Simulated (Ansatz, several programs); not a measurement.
Zincblende MgS, relaxed with PBE in Ansatz (plane waves, PAW): the symmetry is F-43m (No. 216, cubic); a = 5.697 Å in the conventional setting, 23.11 Å³ an atom. Mg has 4 S at 2.47 Å; S has 4 Mg at 2.47 Å. The cell was then scaled with its shape and fractional coordinates held. No spin polarisation and no zero-point or thermal motion; the cell was built from a prototype and may be hypothetical.

```
V (Å³/atom)  E (meV/atom)
     21.725         16.09
     23.112          0.00
     23.805          3.33
     24.499         12.85
```

(1) Pass a cubic E = c₀ + c₁u + c₂u² + c₃u³, with u = V − 23.285 Å³, through these points.

(2) Where is the minimum, and what bulk modulus follows?

(3) Predict the energy and the pressure at the withheld volume, 22.419 Å³.

Results:

(1) c₀ = 0.20, c₁ = +2.401, c₂ = 7.248, c₃ = -0.5269 (meV and Å³).

(2) dE/du = 0 at u = -0.163, so V₀ = 23.12 Å³. B = V₀ d²E/dV² = 23.12 × (2c₂ + 6c₃u) = 23.12 × 15.011 = 347 meV/Å³, and 1 meV/Å³ is 0.16022 GPa: 56 GPa. A third-order Birch-Murnaghan fit to all five points gives 23.12 Å³ and 55 GPa.

(3) With u = -0.866: E ≈ 3.90 meV and P = −dE/dV ≈ +1.82 GPa. The run gives 3.86 meV and, from its stress, +1.81 GPa.
